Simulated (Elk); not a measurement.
# Dielectric function and optical constants of BaS

Wanted: where BaS starts to absorb, how strongly, and its refractive index.

Method: DFT, LDA, all-electron APW+lo, Dirac cores, scalar-relativistic bands, independent-particle optical response without local fields, in Elk 11.2.3 (patched build).

### Step 1. The structure

Symmetry: Fm-3m, No. 225, cubic system. Conventional cell: a = 6.388 Å, b = 6.388 Å, c = 6.388 Å, α = 90.00°, β = 90.00°, γ = 90.00°. Nearest to Ba lie 6 S at 3.19 Å. Nearest to S lie 6 Ba at 3.19 Å. Farther neighbours and most contacts between anions are not listed.

### Step 2. Ground state

The self-consistent density comes first; it also tells whether there is a gap, which decides the occupations and the need for a Drude term.

This step: DFT, LDA, all-electron APW+lo, Dirac cores, scalar-relativistic bands, ground state (Elk 11.2.3 (patched build)).

elk.in

```
tasks
  0
  120

xctype
  3

nempty
  12

lorbcnd
  .true.

rgkmax
  7.0

swidth
  0.0018375

maxscl
  100

epsengy
  1e-05

sppath
  './'

avec
  0.000000000000 6.035312810524 6.035312810524
  6.035312810524 0.000000000000 6.035312810524
  6.035312810524 6.035312810524 0.000000000000

atoms
  2
  'Ba.in'
  1
  0.000000000000 0.000000000000 0.000000000000   0.000 0.000 0.000
  'S.in'
  1
  0.500000000000 0.500000000000 0.500000000000   0.000 0.000 0.000

ngridk
  9 9 9
```

Launch:

```
$ OMP_NUM_THREADS=4 elk
```

Numbers of over 12 decimals in the logs are rounded to 6 here.

Output:

```text
┌─────────────────────────┐
│ Elk code version 11.2.3 │
└─────────────────────────┘

All units are atomic (Hartree, Bohr, etc.)

┌─────────────────────────────────────────────────┐
│ Ground-state run starting from atomic densities │
└─────────────────────────────────────────────────┘

Lattice vectors :
   0.000000000       6.035312811       6.035312811
   6.035312811       0.000000000       6.035312811
   6.035312811       6.035312811       0.000000000

Reciprocal lattice vectors :
 -0.5205351822      0.5205351822      0.5205351822
  0.5205351822     -0.5205351822      0.5205351822
  0.5205351822      0.5205351822     -0.5205351822

Unit cell volume      :    439.6725469
Brillouin zone volume :   0.5641703471

Muffin-tin inner radius fraction :   0.1000000000E-01

Nuclei treated as point charges

Species : 1 (Ba)
 parameters loaded from : Ba.in
 name : barium
 nuclear charge    :   -56.00000000
 electronic charge :    56.00000000
 atomic mass :    250331.8071
 muffin-tin radius :    2.800000000
 number of radial points in muffin-tin :    697
 inner part over the whole radius :   0.9835155414E-02
 number on inner part of muffin-tin    :    498
 approximate nuclear radius :   0.9171481901E-04
 number of mesh points to nuclear radius :    252
 atomic positions (lattice), magnetic fields (Cartesian) :
  1 :   0.00000000  0.00000000  0.00000000    0.00000000  0.00000000  0.00000000

Species : 2 (S)
 parameters loaded from : S.in
 name : sulphur
 nuclear charge    :   -16.00000000
 electronic charge :    16.00000000
 atomic mass :    58450.91931
 muffin-tin radius :    2.200000000
 number of radial points in muffin-tin :    397
 inner part over the whole radius :   0.9701357800E-02
 number on inner part of muffin-tin    :    277
 approximate nuclear radius :   0.6195814986E-04
 number of mesh points to nuclear radius :    126
 atomic positions (lattice), magnetic fields (Cartesian) :
  1 :   0.50000000  0.50000000  0.50000000    0.00000000  0.00000000  0.00000000

Total number of atoms per unit cell :    2
Total muffin-tin volume :    136.5545607
 ratio of muffin-tin to unit cell volume :   0.3105824133

Spin treatment :
 spin-unpolarised

Number of Bravais lattice symmetries :   48
Number of crystal symmetries         :   48
Crystal has inversion symmetry
Real symmetric eigensolver will be used

k-point grid :      9     9     9
k-point offset :    0.000000000       0.000000000       0.000000000
k-point set is reduced with full crystal symmetry group
Total number of k-points :       35

Muffin-tin radius times maximum |G+k| :    7.000000000
 using average radius
Maximum |G+k| for APW functions       :    2.800000000
Maximum (1/2)|G+k|²                   :    3.920000000
Maximum |G| for potential and density :    12.00000000
Constant for pseudocharge density :    8
 order of it for each species :   15  15
 order of it for pair densities of each species (exact exchange by exxq0 0: 15) :   12   6
Radial integration step length :    1

G-vector grid sizes :     35    35    35
Number of G-vectors :    12891

Maximum angular momentum used for
 APW functions            :    8
 outer part of muffin-tin :    6
 inner part of muffin-tin :    2

Total nuclear charge    :   -72.00000000
Total core charge       :    46.00000000
Total valence charge    :    26.00000000
Total excess charge     :    0.000000000
Total electronic charge :    72.00000000

Effective Wigner radius, rₛ :    1.133886056

Number of empty states         :     24
Total number of valence states :     38
Total number of core states    :     46

Conduction state local-orbitals added automatically
Third-order local-orbitals added for an l without core states : F
Total number of local-orbitals :    121

Exchange-correlation functional :      3     0     0
 Perdew-Wang/Ceperley-Alder, Phys. Rev. B 45, 13244 (1992)
 gradient requirement :    0
 local density approximation (LDA)

Smearing type :    3
 Fermi-Dirac
Smearing width :   0.1837500000E-02
Effective electronic temperature (K) :    580.2366081

Mixing type :    3
 Broyden mixing, J. Phys. A: Math. Gen. 17, L317 (1984)

Kohn-Sham potential initialised from atomic data

┌──────────────────────────────┐
│ Self-consistent loop started │
└──────────────────────────────┘

┌─────────────────┐
│ Loop number : 1 │
└─────────────────┘

Energies :
 Fermi                       :     0.27858574347763E-01
 sum of occupied eigenvalues :     -5237.1388743334
 electron kinetic            :      9078.2864734593
 core electron kinetic       :      8798.5379101419
 Coulomb                     :     -17393.421614582
 Coulomb potential           :     -14021.842951904
 nuclear-nuclear             :     -725.09304994631
 electron-nuclear            :     -19325.178170615
 Hartree                     :      2656.8496059793
 Madelung                    :     -10382.500138630
 xc potential                :     -293.58239588824
 exchange                    :     -209.93987827648
 correlation                 :     -6.664300
 electron entropic           :    -0.42927310325407E-11
 total energy                :     -8531.7393189824

Density of states at Fermi energy :   0.5444063707E-07
 (states/Hartree/unit cell)

Estimated indirect band gap :   0.1132886686
 from k-point 1 to k-point 24
Estimated direct band gap   :   0.1151650973
 at k-point 24

Charges :
 core                        :    46.00000000
 valence                     :    26.00000000
 interstitial                :    3.597929664
 muffin-tins (core leakage)
  species : 1 (Ba)
   atom 1                    :    53.57742068     (  0.1706318798E-05)
  species : 2 (S)
   atom 1                    :    14.82464966     (  0.6363664183E-04)
 total in muffin-tins        :    68.40207034
 total calculated charge     :    71.99999783
 total charge                :    72.00000000
 error                       :   0.2165709404E-05

┌─────────────────┐
│ Loop number : 2 │
└─────────────────┘

Energies :
 Fermi                       :     0.29608858593774E-01
 sum of occupied eigenvalues :     -5237.0786009935
 electron kinetic            :      9077.6128577477
 core electron kinetic       :      8798.0996020837
 Coulomb                     :     -17393.419335504
 Coulomb potential           :     -14021.826135392
 nuclear-nuclear             :     -725.09304994631
 electron-nuclear            :     -19325.189850881
 Hartree                     :      2656.8635653240
 Madelung                    :     -10382.506267808
 xc potential                :     -292.86532334885
 exchange                    :     -209.93769458779
 correlation                 :     -6.664177
 electron entropic           :    -0.42895859440929E-11
 total energy                :     -8532.4083497112

Density of states at Fermi energy :   0.5444367420E-07
 (states/Hartree/unit cell)

Estimated indirect band gap :   0.1124015336
 from k-point 1 to k-point 24
Estimated direct band gap   :   0.1143293373
 at k-point 24

Charges :
 core                        :    46.00000000
 valence                     :    26.00000000
 interstitial                :    3.603020451
 muffin-tins (core leakage)
  species : 1 (Ba)
   atom 1                    :    53.57973349     (  0.1704161001E-05)
  species : 2 (S)
   atom 1                    :    14.81724606     (  0.6369653435E-04)
 total in muffin-tins        :    68.39697955
 total calculated charge     :    71.99999774
 total charge                :    72.00000000
 error                       :   0.2263968312E-05

RMS change in Kohn-Sham potential (target) :   0.1439480724     (  0.1000000000E-05)
Absolute change in total energy (target)   :   0.6690307288     (  0.1000000000E-04)

[... 12 loops left out ...]

┌──────────────────┐
│ Loop number : 15 │
└──────────────────┘

Energies :
 Fermi                       :     0.170792
 sum of occupied eigenvalues :     -5229.7353956231
 electron kinetic            :      9078.6673977105
 core electron kinetic       :      8798.9380248672
 Coulomb                     :     -17393.441238280
 Coulomb potential           :     -14021.311156977
 nuclear-nuclear             :     -725.09304994631
 electron-nuclear            :     -19325.726288586
 Hartree                     :      2657.3781002523
 Madelung                    :     -10382.785659792
 xc potential                :     -287.09163635665
 exchange                    :     -209.85078213388
 correlation                 :     -6.658987
 electron entropic           :    -0.48175745273571E-11
 total energy                :     -8531.2836092157

Density of states at Fermi energy :   0.6370278965E-07
 (states/Hartree/unit cell)

Estimated indirect band gap :   0.7528685127E-01
 from k-point 1 to k-point 24
Estimated direct band gap   :   0.7938833090E-01
 at k-point 24

Charges :
 core                        :    46.00000000
 valence                     :    26.00000000
 interstitial                :    3.825049775
 muffin-tins (core leakage)
  species : 1 (Ba)
   atom 1                    :    53.67864357     (  0.1611709784E-05)
  species : 2 (S)
   atom 1                    :    14.49630666     (  0.6353841835E-04)
 total in muffin-tins        :    68.17495023
 total calculated charge     :    71.99999112
 total charge                :    72.00000000
 error                       :   0.8880489645E-05

RMS change in Kohn-Sham potential (target) :   0.4699636342E-07 (  0.1000000000E-05)
Absolute change in total energy (target)   :   0.6239837603E-05 (  0.1000000000E-04)

Convergence targets achieved

┌──────────────────┐
│ Loop number : 16 │
└──────────────────┘

Energies :
 Fermi                       :     0.170792
 sum of occupied eigenvalues :     -5229.7353975708
 electron kinetic            :      9078.6673955770
 core electron kinetic       :      8798.9380232941
 Coulomb                     :     -17393.441236721
 Coulomb potential           :     -14021.311155095
 nuclear-nuclear             :     -725.09304994631
 electron-nuclear            :     -19325.726287283
 Hartree                     :      2657.3781005080
 Madelung                    :     -10382.785659174
 xc potential                :     -287.09163805285
 exchange                    :     -209.85078213789
 correlation                 :     -6.658987
 electron entropic           :    -0.48175677571452E-11
 total energy                :     -8531.2836097970

Density of states at Fermi energy :   0.6370268655E-07
 (states/Hartree/unit cell)

Estimated indirect band gap :   0.7528688628E-01
 from k-point 1 to k-point 24
Estimated direct band gap   :   0.7938836428E-01
 at k-point 24

Charges :
 core                        :    46.00000000
 valence                     :    26.00000000
 interstitial                :    3.825049696
 muffin-tins (core leakage)
  species : 1 (Ba)
   atom 1                    :    53.67864361     (  0.1611709322E-05)
  species : 2 (S)
   atom 1                    :    14.49630669     (  0.6353841927E-04)
 total in muffin-tins        :    68.17495030
 total calculated charge     :    71.99999112
 total charge                :    72.00000000
 error                       :   0.8880456107E-05

┌──────────────────────────────┐
│ Self-consistent loop stopped │
└──────────────────────────────┘

Wrote STATE.OUT
```

Elapsed: 7.1 s, on 4 threads of Arm Neoverse V1, shared host; peak memory 0.09 GiB.

Read-outs, printed or worked out from the files:

```
total energy           : -8531 Ha
Fermi energy           : 4.647 eV
DOS at the Fermi level : 2.34e-9 states/eV/cell
gap on the k-mesh      : 2.049 eV
direct gap on the mesh : 2.160 eV
```

There is a gap, 2.05 eV on this mesh (points off the mesh can give less), so no carriers' term is needed.

(Continued in part 2 of 2.)

[Machine, clock and banner lines and Python warnings are left out of the logs.]

[Logs are printed without paths, hosts, clocks, repeated set-up lines and the standing remarks that a program may print on its own settings, such as how far it seeks lower states.]

[Hosts, paths, dates, database ids (printed as entryN), source tags and the programs' standing remarks are cut or masked in the printed files.]
